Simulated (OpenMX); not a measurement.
## ZnCu2SnS4 under changes of volume

One of the cells (20.025 Å³/atom); the others are scaled copies at fixed shape and fractional positions:

```xyz
8
Lattice="-2.7171 2.7171 5.4248 2.7171 -2.7171 5.4248 2.7171 2.7171 -5.4248" Properties=species:S:1:pos:R:3 pbc="T T T"
Sn    0.0000    0.0000    5.4248
Zn    2.7171    0.0000    2.7124
Cu    0.0000    2.7171    2.7124
Cu    0.0000    0.0000    0.0000
S     1.3944    1.3922    4.0338
S    -1.3922    1.3944    6.8158
S     1.3227    1.3249   -1.3910
S     4.1093    1.3227    1.3910
```

| Property | Result |
| --- | --- |
| Program | OpenMX 3.8.5 |
| Functional | PBE |
| Potentials or basis | OpenMX 2013 PBE set, Sn7.0-s3p2d1, Zn6.0H-s2p2d1, Cu6.0H-s2p2d1, S7.0-s2p2d1, fixed grid of 64 × 64 × 50 points |
| k mesh | 7 × 7 × 7 |
| Occupations | fermi-dirac, width 0.05 eV |
| Spin | no spin polarisation |

```csv
volume (Å³/atom),energy over the lowest point (meV/atom),gap on the mesh (eV),largest force (eV/Å)
18.823,94.14,0.92,1.092
19.224,66.57,0.81,0.979
19.624,44.40,0.72,0.874
20.025,?,?,?
20.425,14.27,0.54,0.687
20.826,5.40,0.46,0.604
21.226,0.00,0.38,0.527
```

What does the run at 20.025 Å³/atom give?

Energy over the lowest point 27.09 meV/atom; gap on the mesh 0.62 eV; largest force 0.776 eV/Å.

Worked out: A Birch-Murnaghan fit of order 3 (a polynomial in V^(-2/3)) to the other rows has its minimum at 21.72 Å³/atom, just outside them, with B0 = V·E''(V) = 61 GPa and B' = 4.6 at fixed shape and positions, which overstates the stiffness. It gives 27.14 meV/atom at 20.025 Å³/atom, against the run's 27.09. A straight line through the other rows of the gap, of slope -4.46 eV per unit of ln V (its deformation potential), gives 0.63 eV, against the run's 0.62.

Energies are extrapolated to zero smearing.

Caveats: the basis has few d functions beyond the semicore shells, which can make volumes several per cent too large; the transition metal has a single d function, too few for pressures, volumes and moments; spin-orbit coupling is left out, which moves the levels of the heavy elements; the basis of atomic orbitals isn't converged, which shifts pressures, moduli and gaps; an odd mesh through Γ misses points on the zone boundary, where band edges often lie (some runs); forces of over 1 eV/Å show positions far from the minimum, so gaps and moduli don't describe the material at rest (some runs).
